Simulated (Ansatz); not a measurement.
## BaTiO$_{3}$: relaxation (Ansatz)

input.yaml:

```yaml
crystal:
  lattice:
    - [8.12726695, 0.0, 0.0]
    - [0.01049374, 4.06362333, 0.0]
    - [0.01049374, 0.01047344, 4.06360303]
  atoms:
    - { symbol: Ba, position: [0.0, 0.0, 0.0] }
    - { symbol: Ba, position: [0.5, 0.0, 0.0] }
    - { symbol: Ti, position: [0.243, 0.486, 0.486] }
    - { symbol: Ti, position: [0.743, 0.486, 0.486] }
    - { symbol: O, position: [0.2542, 0.5084, 0.0185] }
    - { symbol: O, position: [0.7542, 0.5084, 0.0185] }
    - { symbol: O, position: [0.00925, 0.5084, 0.5084] }
    - { symbol: O, position: [0.50925, 0.5084, 0.5084] }
    - { symbol: O, position: [0.2542, 0.0185, 0.5084] }
    - { symbol: O, position: [0.7542, 0.0185, 0.5084] }
  symmetry: { tolerance: 0.0003 }
kpoints:
  mp_grid: { grid: [3, 5, 5], shift: [0, 0, 0] }
magnetization:
  spin_polarized: false
scf:
  occupations: { method: fermi_dirac }
  lower_state_search: "off"
hamiltonian:
  pseudopotentials: { kind: paw }
  xc: r2scan
  hubbard:
    projectors: all-electron-ortho-atomic
    sites:
      - { species: Ti, l: d, u_eff: 1.04 }
      - { species: O, l: p, u_eff: 6.9 }
basis:
  ecutwfc: 500
  fft_grid_basis: typed
relax:
  max_steps: 80
  cell: { p_target: 0.0 }
output:
  forces: true
  stress: true
  eigenvalues: true
  bader: true
  populations: true
  elf: true
  write_potential: true
  volumetric_format: npy
  dos:
    e_range: [-12, 8]
    de: 0.05
    projected: { site_lists: { Ba: [Ba], O: [O], Ti: [Ti] } }
checkpoint:
  read: saved_state
```

Launch command:

```bash
ansatz run input.yaml --threads 2 --pin off --max-ram 3584MiB --backend cpu --events-out ev --progress --plain --runs-dir out
```

Origin of the cell: a database entry, scaled a little.

The smearing width isn't typed, so it takes its default of 0.1 eV.

The saved state is a converged single point of the same cell.

Steps («new basis» is an SCF on plane waves selected anew at the same cell):

```tsv
step	ΔF (meV/atom)	max force component (eV/Å)	P (GPa)	volume (Å³)	SCF iterations	step was
1	0.0	0.197	-5.99	134.21	7	accepted
2	-4.9	0.418	2.42	127.70	6	accepted
3	-11.7	0.417	0.82	128.26	6	accepted
4	-19.0	0.005	0.28	126.92	7	accepted
5	-19.1	0.011	-0.09	127.16	6	accepted
6	-19.6	0.001	0.02	127.09	5	accepted
7	-19.3	0.001	0.03	127.09	6	new basis
```

Step 1, with forces in eV/Å:

```xyz
10
Lattice="8.127 0.000 0.000 0.010 4.064 0.000 0.010 0.010 4.064" Properties=species:S:1:pos:R:3:forces:R:3 pbc="T T T" step=1
Ba    0.000    0.000    0.000   -0.106   -0.106   -0.105
Ba    4.064    0.000    0.000   -0.106   -0.106   -0.105
Ti    1.985    1.980    1.975    0.197    0.197    0.197
Ti    6.049    1.980    1.975    0.197    0.197    0.197
O     2.071    2.066    0.075   -0.024   -0.024   -0.043
O     6.135    2.066    0.075   -0.024   -0.024   -0.043
O     0.086    2.071    2.066   -0.043   -0.025   -0.025
O     4.149    2.071    2.066   -0.043   -0.025   -0.025
O     2.071    0.081    2.066   -0.024   -0.043   -0.024
O     6.135    0.081    2.066   -0.024   -0.043   -0.024
```

Step 2, with forces in eV/Å:

```xyz
10
Lattice="7.994 0.002 0.002 0.011 3.997 0.001 0.011 0.011 3.997" Properties=species:S:1:pos:R:3:forces:R:3 pbc="T T T" step=2
Ba   -0.054   -0.054   -0.053    0.418    0.417    0.416
Ba    3.943   -0.053   -0.053    0.418    0.417    0.416
Ti    1.974    1.969    1.964    0.117    0.118    0.117
Ti    5.971    1.970    1.965    0.117    0.118    0.117
O     2.052    2.047    0.080   -0.080   -0.080   -0.375
O     6.049    2.048    0.081   -0.080   -0.080   -0.375
O     0.090    2.052    2.046   -0.374   -0.079   -0.079
O     4.087    2.052    2.047   -0.374   -0.079   -0.079
O     2.052    0.085    2.047   -0.080   -0.375   -0.079
O     6.049    0.086    2.047   -0.080   -0.375   -0.079
```

Step 3, with forces in eV/Å:

```xyz
10
Lattice="8.005 -0.010 -0.010 0.005 4.003 -0.005 0.005 0.005 4.003" Properties=species:S:1:pos:R:3:forces:R:3 pbc="T T T" step=3
Ba   -0.002   -0.002   -0.002   -0.073   -0.073   -0.073
Ba    4.000   -0.007   -0.007   -0.073   -0.073   -0.073
Ti    1.955    1.950    1.945    0.417    0.417    0.416
Ti    5.958    1.945    1.940    0.417    0.417    0.416
O     2.043    2.038    0.056   -0.097   -0.097   -0.149
O     6.046    2.033    0.051   -0.097   -0.097   -0.149
O     0.066    2.043    2.038   -0.149   -0.097   -0.097
O     4.069    2.038    2.033   -0.149   -0.097   -0.097
O     2.043    0.061    2.038   -0.097   -0.149   -0.097
O     6.046    0.056    2.033   -0.097   -0.149   -0.097
```

Step 4, with forces in eV/Å:

```xyz
10
Lattice="7.977 -0.034 -0.034 -0.007 3.989 -0.017 -0.007 -0.007 3.989" Properties=species:S:1:pos:R:3:forces:R:3 pbc="T T T" step=4
Ba    0.017    0.017    0.017   -0.003   -0.003   -0.003
Ba    4.005    0.000    0.000   -0.003   -0.003   -0.003
Ti    2.003    1.998    1.993    0.005    0.005    0.005
Ti    5.992    1.981    1.976    0.005    0.005    0.005
O     2.008    2.003    0.001    0.000   -0.001   -0.002
O     5.997    1.986   -0.016    0.000   -0.001   -0.002
O     0.012    2.008    2.003   -0.002    0.001    0.001
O     4.000    1.991    1.986   -0.002    0.001    0.001
O     2.008    0.006    2.003    0.000   -0.002   -0.001
O     5.997   -0.011    1.986    0.000   -0.002   -0.001
```

Step 7, with forces in eV/Å:

```xyz
10
Lattice="7.981 -0.010 -0.010 0.005 3.991 -0.005 0.005 0.005 3.991" Properties=species:S:1:pos:R:3:forces:R:3 pbc="T T T" step=7
Ba    0.017    0.017    0.017    0.000    0.000    0.000
Ba    4.007    0.012    0.012    0.000    0.000    0.000
Ti    2.017    2.012    2.007    0.001    0.000    0.000
Ti    6.007    2.007    2.002    0.001    0.000    0.000
O     2.015    2.010    0.012    0.000    0.000   -0.001
O     6.005    2.005    0.007    0.000    0.000   -0.001
O     0.023    2.015    2.010   -0.001    0.000    0.000
O     4.013    2.010    2.005   -0.001    0.000    0.000
O     2.015    0.017    2.010    0.000   -0.001    0.000
O     6.005    0.012    2.005    0.000   -0.001    0.000
```

* Free energy lowered by: 19.3 meV/atom
* Volume change: -5.30 %
* Final pressure: 0.03 GPa
* Relaxation steps listed: 7

Caveats: the relaxation held the start's symmetry, so the end may be a saddle point.

Time: 6.4 min on 2 threads of Arm Neoverse N1, on a shared host, peak memory 0.83 GiB, from a saved density.
